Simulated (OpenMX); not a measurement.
## Zn under changes of volume

One of the cells (15.330 Å³/atom); the others are scaled copies at fixed shape and fractional positions:

```
CELL_PARAMETERS angstrom
2.67000 0.00000 0.00000
-1.33500 2.31229 0.00000
0.00000 0.00000 4.96600
ATOMIC_POSITIONS crystal
Zn 0.66667 0.33333 0.75000
Zn 0.33333 0.66667 0.25000
```

```yaml
Program: OpenMX 3.8.5
Functional: LDA
Potentials_or_basis: OpenMX 2013 LDA set, Zn6.0H-s3p2d2, fixed grid of 32 × 32 × 64 points
k_mesh: 11 × 11 × 7
Occupations: fermi-dirac, width 0.05 eV
Spin: no spin polarisation
```

| volume (Å³/atom) | energy over the lowest point (meV/atom) | largest force (eV/Å) |
| --- | --- | --- |
| 14.410 | 0.00 | 0.004 |
| 14.716 | 12.33 | 0.004 |
| 15.023 | ? | ? |
| 15.330 | 45.70 | 0.003 |
| 15.636 | 65.62 | 0.003 |
| 15.943 | 87.56 | 0.002 |
| 16.249 | 111.26 | 0.002 |

Problem. What does the run at 15.023 Å³/atom give?

Solution. Energy over the lowest point 27.65 meV/atom; largest force 0.003 eV/Å.

Worked out: A Birch-Murnaghan fit of order 3 (a polynomial in V^(-2/3)) to the other rows has no minimum within the range. It gives 27.74 meV/atom at 15.023 Å³/atom, against the run's 27.65.

Energies are extrapolated to zero smearing.

Caveats: the basis of atomic orbitals isn't converged, which shifts pressures, moduli and gaps.
